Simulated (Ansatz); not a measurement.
**Migration: Zn started in the widest void in zincblende ZnS, 65 atoms, charge +2**

Theory: DFT, PBEsol, PAW, plane waves in Ansatz 0.2.0.

Command:

```sh
ansatz run in.yaml --threads 8 --pin off --max-ram 118750MiB --runs-dir r --events-out ev --progress --plain --backend cuda --devices 0,
```

The input less its lattice and atoms:

```yaml
crystal:
  symmetry: { detect: false }
kpoints:
  mp_grid: { grid: [1, 1, 1], shift: [0.25, 0.25, 0.25] }
hamiltonian:
  xc: pbesol
total_charge: 2
scf:
  occupations: { method: fermi_dirac, width: 0.01 }
neb:
  images: 5
  f_tol: 0.06
  max_iterations: 90
  relax_end_points: true
```

First end, relaxed:

```
Zn S
1.0
    10.71254    0.00000    0.00000
     0.00000   10.71254    0.00000
     0.00000    0.00000   10.71254
Zn S
33 32
Direct
  0.00003 0.00032 0.00088
  0.99985 0.00034 0.49913
  0.00023 0.50050 0.00075
  0.99995 0.50027 0.49939
  0.50008 0.00057 0.00074
  0.49981 0.00039 0.49932
  0.50014 0.50044 0.01498
  0.49997 0.50044 0.48520
  0.24872 0.24917 0.00133
  0.24149 0.24191 0.49160
  0.24173 0.75899 0.00868
  0.24877 0.75168 0.49888
  0.75891 0.24181 0.00908
  0.75112 0.24918 0.49885
  0.75144 0.75186 0.00167
  0.75888 0.75933 0.49149
  0.24905 0.00021 0.24987
  0.24910 0.00035 0.75000
  0.24912 0.50027 0.25004
  0.23515 0.50046 0.75017
  0.75067 0.00041 0.25015
  0.75078 0.00061 0.75021
  0.75072 0.50052 0.25039
  0.76494 0.50059 0.75022
  0.99988 0.24949 0.25002
  0.99989 0.24961 0.74995
  0.00013 0.75107 0.25009
  0.00022 0.75109 0.75022
  0.49983 0.24959 0.25004
  0.50015 0.23544 0.75028
  0.50008 0.75106 0.25031
  0.50029 0.76532 0.75007
  0.49958 0.49953 0.74930
  0.12437 0.12479 0.12514
  0.12405 0.12448 0.62558
  0.12442 0.62432 0.12529
  0.12290 0.62702 0.62278
  0.62392 0.12470 0.12539
  0.62662 0.12327 0.62282
  0.62699 0.62730 0.12690
  0.62518 0.62550 0.62444
  0.37280 0.37318 0.12662
  0.37366 0.37398 0.62376
  0.37604 0.87568 0.12536
  0.37282 0.87695 0.62291
  0.87542 0.37643 0.12551
  0.87649 0.37323 0.62292
  0.87535 0.87569 0.12547
  0.87541 0.87578 0.62607
  0.37543 0.12444 0.37411
  0.37267 0.12325 0.87669
  0.37266 0.62700 0.37296
  0.37464 0.62534 0.87501
  0.87499 0.12484 0.37451
  0.87536 0.12470 0.87410
  0.87537 0.62435 0.37444
  0.87679 0.62739 0.87708
  0.12407 0.37589 0.37421
  0.12286 0.37305 0.87666
  0.12441 0.87544 0.37447
  0.12439 0.87560 0.87403
  0.62656 0.37310 0.37296
  0.62525 0.37474 0.87527
  0.62390 0.87568 0.37443
  0.62706 0.87716 0.87705
```

The last end differs by the jump below and was relaxed too.

Atom 33 (Zn) jumps. The converged band:

```csv
image,path length (Å),energy (eV),x of the mover (Å),y (Å),z (Å)
0,0.00,0.000,5.352,5.351,8.027
1,0.44,0.127,5.534,5.537,8.212
2,0.88,0.397,5.771,5.775,8.450
3,1.32,0.558,6.015,6.019,8.694
4,1.78,0.604,6.260,6.264,8.939
5,2.24,0.552,6.505,6.508,9.183
6,2.72,0.508,6.705,6.708,9.383
```

Highest image (4):

```
Zn S
1.0
    10.71254    0.00000    0.00000
     0.00000   10.71254    0.00000
     0.00000    0.00000   10.71254
Zn S
33 32
Direct
  0.99886 0.99923 0.99961
  0.00067 0.00104 0.49875
  0.00243 0.49991 0.00134
  0.00323 0.50138 0.49692
  0.49955 0.00279 0.00134
  0.50102 0.00358 0.49692
  0.48969 0.49008 0.02760
  0.49725 0.49761 0.49823
  0.24499 0.24536 0.99758
  0.24970 0.25006 0.49977
  0.24843 0.75825 0.00796
  0.24499 0.74787 0.49506
  0.75789 0.24879 0.00796
  0.74751 0.24536 0.49506
  0.75076 0.75112 0.00083
  0.75789 0.75825 0.49850
  0.24868 0.00104 0.25074
  0.24685 0.00358 0.75109
  0.24685 0.50138 0.25329
  0.24816 0.49761 0.74732
  0.74953 0.99923 0.24893
  0.75127 0.00279 0.74962
  0.75127 0.49991 0.25250
  0.77754 0.49007 0.73977
  0.00067 0.24904 0.25074
  0.00323 0.24722 0.75109
  0.99886 0.74990 0.24893
  0.00243 0.75163 0.74962
  0.50102 0.24722 0.25329
  0.49725 0.24852 0.74732
  0.49955 0.75163 0.25250
  0.48971 0.77789 0.73978
  0.58435 0.58471 0.83441
  0.12245 0.12282 0.12467
  0.12481 0.12516 0.62367
  0.12603 0.62570 0.12444
  0.12468 0.62481 0.62526
  0.62533 0.12639 0.12444
  0.62445 0.12504 0.62526
  0.62429 0.62465 0.12524
  0.62538 0.62574 0.62538
  0.36486 0.36523 0.13217
  0.37484 0.37521 0.62491
  0.37761 0.87762 0.12733
  0.36486 0.88246 0.61493
  0.87725 0.37798 0.12732
  0.88210 0.36523 0.61493
  0.87343 0.87380 0.12351
  0.87725 0.87762 0.62769
  0.37360 0.12517 0.37488
  0.37519 0.12504 0.87452
  0.37519 0.62481 0.37475
  0.37531 0.62574 0.87545
  0.87459 0.12282 0.37253
  0.87438 0.12639 0.87540
  0.87438 0.62570 0.37610
  0.87515 0.62465 0.87437
  0.12481 0.37396 0.37488
  0.12468 0.37555 0.87452
  0.12245 0.87496 0.37254
  0.12603 0.87473 0.87540
  0.62445 0.37555 0.37475
  0.62538 0.37566 0.87546
  0.62533 0.87473 0.37610
  0.62429 0.87553 0.87437
```

(1) What are the barriers forward and back?

Time: 34 s of wall time on one NVIDIA GB300 with 8 processor threads, on a host shared with other runs; peak host memory 2.7 GiB.

Answers

(1) 0.604 eV forward and 0.095 eV back, at the single k point (¼, ¼, ¼) without its symmetry partners and without charge corrections. The two differ because the ends are different sites or relaxed into different distortions; from the lower end the barrier is the larger one. The one k point singles out an axis, so the ends can be distorted along it and jumps that symmetry makes equal can differ. The highest image climbed; that it is a first-order saddle isn't proved.
